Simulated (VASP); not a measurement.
# B (Pmmn) in VASP: notebook

The runs below take B through relaxation of cell and atoms, with LDA.

Everything below comes from runs of VASP 6.6.1. Logs are shortened: lines on timing, memory, paths and dates and some standing lists are left out, and cuts for length are marked.

### 1 Starting point

Symmetry: Pmmn, No. 59, orthorhombic system. The conventional cell has a = 1.625 Å, b = 2.866 Å, c = 3.914 Å, α = 90.00°, β = 90.00°, γ = 90.00°. Around B (site symmetry mm2) lie 6 B at 1.62 to 1.86 Å.

The cell was built by a generator and needn't be a form met in nature.

### 2 Relaxation of cell and atoms, LDA, target pressure 2 GPa, at which the enthalpy is minimised

The input, INCAR:

```
SYSTEM = B
ALGO = Fast ; EDIFF = 1E-6
EDIFFG = -0.005 ; ENCUT = 600
IBRION = 2 ; ISIF = 3
ISMEAR = -1 ; LASPH = .True.
LCHARG = .False. ; LREAL = .False.
LWAVE = .False. ; NELM = 60
NSW = 40 ; PREC = Accurate
PSTRESS = 20 ; SIGMA = 0.05
```

The input, KPOINTS:

```
k-points
0
Gamma
  16 9 7
  0 0 0
```

The input, POSCAR:

```
B
1.0
    1.6245600000      0.0000000000      0.0000000000
    0.0000000000      2.8661500000      0.0000000000
    0.0000000000      0.0000000000      3.9144000000
B
2
Direct
    0.0000000000      0.5000000000      0.6092600000
    0.5000000000      0.0000000000      0.3907400000
```

Potentials or basis: VASP PAW LDA potentials, release 64 (B).

Command:

```bash
> cat potpaw_LDA.64/B/POTCAR > POTCAR
> mpirun -np 1 vasp_std > vasp.out
```

OUTCAR:

```text
SYSTEM = B
   EDIFF = 1E-6
   EDIFFG = -0.005
   ENCUT = 600
   IBRION = 2
   ISIF = 3
   ISMEAR = -1
   LASPH = .True.
   LREAL = .False.
   NELM = 60
   NSW = 40
   PREC = Accurate
   PSTRESS = 20

 ion  position               nearest neighbor table
   1  0.000  0.500  0.609-   2 1.86   2 1.86   2 1.86   2 1.86
   2  0.500  0.000  0.391-   1 1.86   1 1.86   1 1.86   1 1.86

  LATTYP: Found a simple orthorhombic cell.
 ALAT       =     1.6245600000
 B/A-ratio  =     1.7642623233
 C/A-ratio  =     2.4095139607

  Lattice vectors:

 A1 = (   1.6245600000,   0.0000000000,   0.0000000000)
 A2 = (   0.0000000000,   2.8661500000,   0.0000000000)
 A3 = (   0.0000000000,   0.0000000000,   3.9144000000)

Analysis of symmetry for initial positions (statically):
=====================================================================
 Subroutine PRICEL returns:
 Original cell was already a primitive cell.

 Routine SETGRP: Setting up the symmetry group for a
 simple orthorhombic supercell.

 Subroutine GETGRP returns: Found  8 space group operations
 (whereof  4 operations were pure point group operations)
 out of a pool of  8 trial point group operations.

The static configuration has the point symmetry C_2v.
 The point group associated with its full space group is D_2h.

Analysis of symmetry for dynamics (positions and initial velocities):
=====================================================================
 Subroutine PRICEL returns:
 Original cell was already a primitive cell.

 Routine SETGRP: Setting up the symmetry group for a
 simple orthorhombic supercell.

 Subroutine GETGRP returns: Found  8 space group operations
 (whereof  4 operations were pure point group operations)
 out of a pool of  8 trial point group operations.

The dynamic configuration has the point symmetry C_2v.
 The point group associated with its full space group is D_2h.

 Subroutine INISYM returns: Found  8 space group operations
 (whereof  4 operations are pure point group operations),
 and found     1 'primitive' translations

----------------------------------------------------------------------------------------

                                     Primitive cell

  volume of cell :      18.2264

  direct lattice vectors                    reciprocal lattice vectors
     1.624560000  0.000000000  0.000000000     0.615551288  0.000000000  0.000000000
     0.000000000  2.866150000  0.000000000     0.000000000  0.348900092  0.000000000
     0.000000000  0.000000000  3.914400000     0.000000000  0.000000000  0.255466994

  length of vectors
     1.624560000  2.866150000  3.914400000     0.615551288  0.348900092  0.255466994

  position of ions in fractional coordinates (direct lattice)
     0.000000000  0.500000000  0.609260000
     0.500000000  0.000000000  0.390740000

  ion indices of the primitive-cell ions
   primitive index   ion index
                 1           1
                 2           2

----------------------------------------------------------------------------------------

 KPOINTS: k-points

Automatic generation of k-mesh.
 Grid dimensions read from file:
 generate k-points for:   16    9    7

 Generating k-lattice:

  Cartesian coordinates                     Fractional coordinates (reciprocal lattice)
     0.038471955  0.000000000  0.000000000     0.062500000  0.000000000  0.000000000
     0.000000000  0.038766677  0.000000000     0.000000000  0.111111111  0.000000000
     0.000000000  0.000000000  0.036495285     0.000000000  0.000000000  0.142857143

  Length of vectors
     0.038471955  0.038766677  0.036495285

  Shift w.r.t. Gamma in fractional coordinates (k-lattice)
     0.000000000  0.000000000  0.000000000

 Subroutine IBZKPT returns following result:
 ===========================================

 Found    180 irreducible k-points:

 Following reciprocal coordinates:
            Coordinates               Weight
  0.000000  0.000000  0.000000      1.000000
  0.062500  0.000000  0.000000      2.000000
  0.125000  0.000000  0.000000      2.000000
  0.187500  0.000000  0.000000      2.000000
  0.250000  0.000000  0.000000      2.000000
  0.312500  0.000000  0.000000      2.000000
[... 16 lines left out ...]
  0.250000  0.222222  0.000000      4.000000
  0.312500  0.222222  0.000000      4.000000
 [... further k-points ...]
   k-points           NKPTS =    180   k-points in BZ     NKDIM =    180   number of bands    NBANDS=      7
   number of dos      NEDOS =    301   number of ions     NIONS =      2
   total plane-waves  NPLWV =  10752
   dimension x,y,z NGX =    14 NGY =   24 NGZ =   32
   dimension x,y,z NGXF=    28 NGYF=   48 NGZF=   64
   ions per type =               2
   NGX,Y,Z   is equivalent  to a cutoff of  14.33, 13.92, 13.59 a.u.
   NGXF,Y,Z  is equivalent  to a cutoff of  28.65, 27.84, 27.18 a.u.
 SYSTEM =  B
   PREC   = accura    normal or accurate (medium, high low for compatibility)
   ISTART =      0    job   : 0-new  1-cont  2-samecut
   ICHARG =      2    charge: 1-file 2-atom 10-const
   ISPIN  =      1    spin polarized calculation?
   LNONCOLLINEAR =      F non collinear calculations
   LSORBIT =      F    spin-orbit coupling
   LASPH  =      T    aspherical Exc in radial PAW
   ENCUT  =  600.0 eV  44.10 Ry    6.64 a.u.   3.24  5.72  7.82*2*pi/ulx,y,z
   NELM   =     60;   NELMIN=  2; NELMDL= -5     # of ELM steps
   EDIFF  = 0.1E-05   stopping-criterion for ELM
   LREAL  =      F    real-space projection
   EDIFFG = -.5E-02   stopping-criterion for IOM
   NSW    =     40    number of steps for IOM
   IBRION =      2    ionic relax: 0-MD 1-quasi-New 2-CG
   NFREE  =      1    steps in history (QN), initial steepest desc. (CG)
   ISIF   =      3    stress and relaxation
   ISYM   =      2    0-nonsym 1-usesym 2-fastsym
   POTIM  = 0.5000    time-step for ionic-motion
   TEBEG  =    0.0;   TEEND  =   0.0 temperature during run
   PSTRESS=   20.0 pullay stress
   NELECT =       6.0000    total number of electrons
   NUPDOWN=      -1.0000    fix difference up-down
   EMIN   =  10.00;   EMAX   =-10.00  energy-range for DOS
   EFERMI =   0.00;   METHOD = LEGACY
   ISMEAR =    -1;   SIGMA  =   0.05  broadening in eV -4-tet -1-fermi 0-gaus
   EFERMI_NEDOS =   21; number of points for ismear=-14 and -15
   IALGO  =     68    algorithm
   IMIX   =      4    mixing-type and parameters
     AMIX     =   0.40;   BMIX     =  1.00
     AMIX_MAG =   1.60;   BMIX_MAG =  1.00
  volume/ion in A,a.u.               =       9.11        61.50
  Fermi-wavevector in a.u.,A,eV,Ry     =   1.130382  2.136113 17.385032  1.277764
  Thomas-Fermi vector in A             =   2.267078
   LORBIT       =      0    0 simple, 1 ext, 2 COOP (PROOUT), +10 PAW based schemes
   GGA     = CA    functional components
   LHFCALC =     F    Hartree Fock is set to
   AEXX    =    0.0000 exact exchange contribution
   IVDW    =     0    specifies the selected vdW correction
   LEPSILON=     F    determine dielectric tensor
   LRPA    =     F    only Hartree local field effects (RPA)
 conjugate gradient relaxation of ions
 non-spin polarized calculation
 RMM-DIIS sequential band-by-band and
  energy-cutoff  :      600.00
  volume of cell :       18.23
 maximum number of plane-waves:       624
 NGX is ok and might be reduce to    14
   NGX =  7   NGY = 11   NGZ = 15

--------------------------------------- Ionic step        1  -------------------------------------------

 number of electron       6.0000000 magnetization

 Free energy of the ion-electron system (eV)
  ---------------------------------------------------
  ext. energy  EPLUGINS =         0.00000000
  ---------------------------------------------------
  free energy    TOTEN  =       -13.89417903 eV

  energy without entropy =      -13.89101880  energy(sigma->0) =      -13.89259891

------------------------ aborting loop because EDIFF is reached ----------------------------------------

  FORCE on cell =-STRESS in cart. coord.  units (eV):
  Direction    XX          YY          ZZ          XY          YZ          ZX
  --------------------------------------------------------------------------------------
  -------------------------------------------------------------------------------------
  Total       -0.8988947     -0.5813068     -0.5916825      0.0000000      0.0000000      0.0000000
  in kB      -79.0168163    -51.0994328    -52.0115070      0.0000000      0.0000000      0.0000000
  external PRESSURE =     -80.7092520 kB  Pullay stress =      20.0000000 kB
[... 93 lines left out ...]
  FREE ENERGIE OF THE ION-ELECTRON SYSTEM (eV)
  ---------------------------------------------------
  free  energy   TOTEN  =       -13.9043844149 eV

  energy  without entropy=      -13.9015482709  energy(sigma->0) =      -13.90296634

  enthalpy is  TOTEN    =       -13.6847677113 eV   P V=        0.2196167035

[... ionic steps 4 to 13 ...]

--------------------------------------- Ionic step       14  -------------------------------------------

 number of electron       6.0000000 magnetization

------------------------ aborting loop because EDIFF is reached ----------------------------------------

  FORCE on cell =-STRESS in cart. coord.  units (eV):
  Direction    XX          YY          ZZ          XY          YZ          ZX
  --------------------------------------------------------------------------------------
  -------------------------------------------------------------------------------------
  Total        0.1691401      0.2127582      0.1764349      0.0000000      0.0000000      0.0000000
  in kB       16.9972440     21.3805247     17.7303152      0.0000000      0.0000000      0.0000000
  external PRESSURE =      -1.2973054 kB  Pullay stress =      20.0000000 kB
[... 61 lines left out ...]
  enthalpy is  TOTEN    =       -13.7268255349 eV   P V=        0.1990231064

--------------------------------------- Ionic step       16  -------------------------------------------

 number of electron       6.0000000 magnetization

 Free energy of the ion-electron system (eV)
  ---------------------------------------------------
  ext. energy  EPLUGINS =         0.00000000
  ---------------------------------------------------
  free energy    TOTEN  =       -13.92567674 eV

  energy without entropy =      -13.92321028  energy(sigma->0) =      -13.92444351

 E-fermi :   5.7079     XC(G=0): -11.1907

 val. band max:        5.6275086058   @ k =   0.1875   0.3333   0.2857
 cond. band min:       5.7214373224   @ k =   0.0625   0.2222   0.4286
 fundamental gap:      0.0939287166
 Fermi energy:         5.7079007381

 k-point     1 :       0.0000    0.0000    0.0000
  band No.  band energies     occupation
      1     -10.7673      2.00000
      2       0.1363      2.00000
      3       0.6151      2.00000
      4       3.0347      2.00000
      5       9.0258      0.00000
      6      14.9759      0.00000
      7      19.2215      0.00000
[... 221 lines left out ...]
 k-point    24 :       0.3125    0.2222    0.0000
  band No.  band energies     occupation
      1      -6.2877      2.00000
      2       0.7124      2.00000
      3       4.9857      2.00000
      4       8.6127      0.00000
      5      12.0546      0.00000
      6      14.8427      0.00000
      7      18.5019      0.00000

 [... further k-points ...]

------------------------ aborting loop because EDIFF is reached ----------------------------------------

  FORCE on cell =-STRESS in cart. coord.  units (eV):
  Direction    XX          YY          ZZ          XY          YZ          ZX
  --------------------------------------------------------------------------------------
  -------------------------------------------------------------------------------------
  Total        0.1904731      0.2077506      0.1915427      0.0000000      0.0000000      0.0000000
  in kB       19.1591052     20.8969956     19.2666971      0.0000000      0.0000000      0.0000000
  external PRESSURE =      -0.2257340 kB  Pullay stress =      20.0000000 kB
[... 17 lines left out ...]
  FREE ENERGIE OF THE ION-ELECTRON SYSTEM (eV)
  ---------------------------------------------------
  free  energy   TOTEN  =       -13.9256767359 eV

  energy  without entropy=      -13.9232102753  energy(sigma->0) =      -13.92444351

  enthalpy is  TOTEN    =       -13.7268437498 eV   P V=        0.1988329861

 reached required accuracy - stopping structural energy minimisation
```

Wall time 96 s (1 thread of AMD EPYC 7R13 (Zen 3), shared host); peak memory 0.11 GiB.

Results:

- Free energy: -13.9257 eV
- Relaxed volume: 7.96 Å³/atom
- Relaxed cell: a = 1.614 Å, b = 2.813 Å, c = 3.508 Å, α = 90.00°, β = 90.00°, γ = 90.00°
- Space group after relaxing (to 0.05 Å): Pmmn (No. 59)
- Energy change on relaxing (the enthalpy is what falls): -15.7 meV/atom
- Ionic steps: 16
- Pressure after relaxing: 2.0 GPa
- Largest force after relaxing: 0.005 eV/Å
- Band gap on the k mesh: none (metal or under the smearing width)

Forces in eV/Å, atoms in the order of the input:
```
B    0.000  0.000  0.005
B    0.000  0.000 -0.005
```

Stress tensor (GPa, compression positive):
```
1.92 0.00 0.00
0.00 2.09 0.00
0.00 0.00 1.93
```

The path:
```tsv
step	energy change (eV)	largest force (eV/Å)	pressure (GPa)	volume (Å³)
1	0.0000	0.2155	-6.07	18.23
2	0.0116	0.1367	8.85	17.04
3	-0.0102	0.0430	1.32	17.59
4	-0.0189	0.0738	1.82	17.18
5	-0.0181	0.1998	2.44	16.87
6	-0.0249	0.2670	1.37	16.61
7	-0.0251	0.3059	0.39	16.35
8	-0.0283	0.2045	3.64	16.02
9	-0.0290	0.2159	3.24	16.06
10	-0.0324	0.0180	1.14	16.02
11	-0.0324	0.0068	1.26	16.02
12	-0.0317	0.0047	2.06	15.95
13	-0.0317	0.0047	2.03	15.95
14	-0.0317	0.0025	1.87	15.94
15	-0.0317	0.0029	1.88	15.94
16	-0.0315	0.0049	1.98	15.93
```

Final structure:
```xyz
2
Lattice="1.6143 0.0000 0.0000 0.0000 2.8129 0.0000 0.0000 0.0000 3.5078" Properties=species:S:1:pos:R:3 pbc="T T T"
B     0.0000    1.4064    2.1624
B     0.8072    0.0000    1.3453
```

Caveat: the cell is relaxed towards a set pressure, so the enthalpy falls and the energy may rise.

### 3 Relaxation of cell and atoms, LDA, target pressure 5 GPa, at which the enthalpy is minimised

INCAR, as its differences from that of step 2:

```diff
@@ -8,2 +8,2 @@
 NSW = 40 ; PREC = Accurate
-PSTRESS = 20 ; SIGMA = 0.05
+PSTRESS = 50 ; SIGMA = 0.05
```

KPOINTS is that of step 2.

POSCAR is that of step 2.

Potentials or basis: VASP PAW LDA potentials, release 64 (B).

Command:

```bash
> cat potpaw_LDA.64/B/POTCAR > POTCAR
> mpirun -np 1 vasp_std > vasp.out
```

It took 1.7 min on 1 thread of AMD EPYC 7R13 (Zen 3), shared host; peak memory 0.1 GiB.

The run converged. Its results:

- Free energy: -13.9144 eV
- Relaxed volume: 7.70 Å³/atom
- Relaxed cell: a = 1.609 Å, b = 2.797 Å, c = 3.420 Å, α = 90.00°, β = 90.00°, γ = 90.00°
- Space group after relaxing (to 0.05 Å): Pmmn (No. 59)
- Energy change on relaxing (the enthalpy is what falls): -10.1 meV/atom
- Ionic steps: 18
- Pressure after relaxing: 5.0 GPa
- Largest force after relaxing: 0.004 eV/Å
- Band gap on the k mesh: none (metal or under the smearing width)

Forces in eV/Å, atoms in the order of the input:
```
B    0.000  0.000  0.004
B    0.000  0.000 -0.004
```

The path:
| step | energy change (eV) | largest force (eV/Å) | pressure (GPa) | volume (Å³) |
| --- | --- | --- | --- | --- |
| 1 | 0.0000 | 0.2155 | -6.07 | 18.23 |
| 2 | 0.0428 | 0.2429 | 14.58 | 16.61 |
| 3 | -0.0060 | 0.0122 | 4.11 | 17.35 |
| 4 | -0.0153 | 0.1389 | 4.83 | 16.76 |
| 5 | -0.0049 | 0.3288 | 6.06 | 16.29 |
| 6 | -0.0105 | 0.2669 | 5.61 | 16.44 |
| 7 | -0.0221 | 0.2889 | 3.83 | 16.11 |
| 8 | -0.0193 | 0.2712 | 2.28 | 15.77 |
| 9 | -0.0132 | 0.2273 | 8.09 | 15.34 |
| 10 | -0.0171 | 0.2509 | 6.67 | 15.44 |
| 11 | -0.0207 | 0.0075 | 5.01 | 15.42 |
| 12 | -0.0207 | 0.0023 | 4.91 | 15.41 |
| 13 | -0.0206 | 0.0033 | 4.64 | 15.41 |
| 14 | -0.0207 | 0.0013 | 4.74 | 15.41 |
| 15 | -0.0200 | 0.0078 | 5.18 | 15.38 |
| 16 | -0.0203 | 0.0061 | 5.00 | 15.39 |
| 17 | -0.0203 | 0.0052 | 4.99 | 15.40 |
| 18 | -0.0203 | 0.0037 | 4.98 | 15.39 |

Final structure:
```yaml
crystal:
  lattice:
    - [1.60922, 0.00000, 0.00000]
    - [0.00000, 2.79717, 0.00000]
    - [0.00000, 0.00000, 3.41998]
  atoms:
    - { symbol: B, position: [0.00000, 0.50000, 0.62042] }
    - { symbol: B, position: [0.50000, 0.00000, 0.37958] }
```

Levels at points of the mesh, in eV from the Fermi level:
```tsv
k point	band 1	band 2	band 3	band 4	band 5	band 6	band 7
(0.00, 0.00, 0.00)	-16.63	-5.57	-4.88	-2.83	3.40	9.41	14.23
(0.50, 0.00, 0.00)	-7.42	-7.42	6.93	6.93	7.43	7.43	11.40
```

Caveat: the cell is relaxed towards a set pressure, so the enthalpy falls and the energy may rise; the volume moved by over 15 % at a fixed basis, so the end points are rough.

(Continued in part 2 of 2.)
